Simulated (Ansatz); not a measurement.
## Ti in Ansatz: convergence with smearing width

The system is Ti.

```
Ti
1.0
    -1.64100    1.64100    1.64100
     1.64100   -1.64100    1.64100
     1.64100    1.64100   -1.64100
Ti
1
Direct
  0.00000 0.00000 0.00000
```

This isn't the form of Ti at room conditions, which is hcp.

- Program: Ansatz 0.2.0
- Task: convergence study
- Functional: HSE06
- Potentials or basis: PseudoDojo standard (PBE files)
- Cutoff: 1143 eV
- Density cutoff: 4572 eV
- k mesh: 6 × 6 × 6
- Occupations: fermi-dirac, width 0.3 eV
- Spin: no spin polarisation

These are the settings of the first run; the series varies smearing width, with any setting tied to it.

Hardware: 2 threads of Intel(R) Xeon(R) Processor @ 2.50GHz (Skylake/Cascade Lake), with other jobs on the host.

```csv
smearing width,"energy less the tightest run, at zero smearing (meV/atom)",pressure (GPa),SCF cycles,CPU time (s),peak memory (GiB)
0.3 eV,-24.00,-0.88,19,56,0.74
0.2 eV,-11.36,-1.56,19,53,0.74
0.15 eV,-9.20,-1.82,20,53,0.73
0.1 eV,-8.54,-2.02,20,54,0.74
0.05 eV,-6.27,-2.10,17,49,0.73
0.025 eV,-3.04,-2.08,16,50,0.73
0.01 eV,-0.76,-2.09,26,65,0.73
0.005 eV,0.00,-2.09,31,70,0.74
```

Against the tightest run, the energy stays within 1 meV/atom from 0.01 eV on; the pressure stays within 0.1 GPa from 0.1 eV on. Narrower smearing needs a denser k mesh, so at a fixed mesh the narrowest width isn't the most accurate. The tightest run that finished is the yardstick and may itself not be fully converged.

Caveat, for the tightest run too: the k mesh is coarse (spacing up to 0.45 Å⁻¹), so the values aren't converged, least of all with exact exchange; the potentials were made for another functional, which shifts forces and pressure; the thresholds are loose for stress.
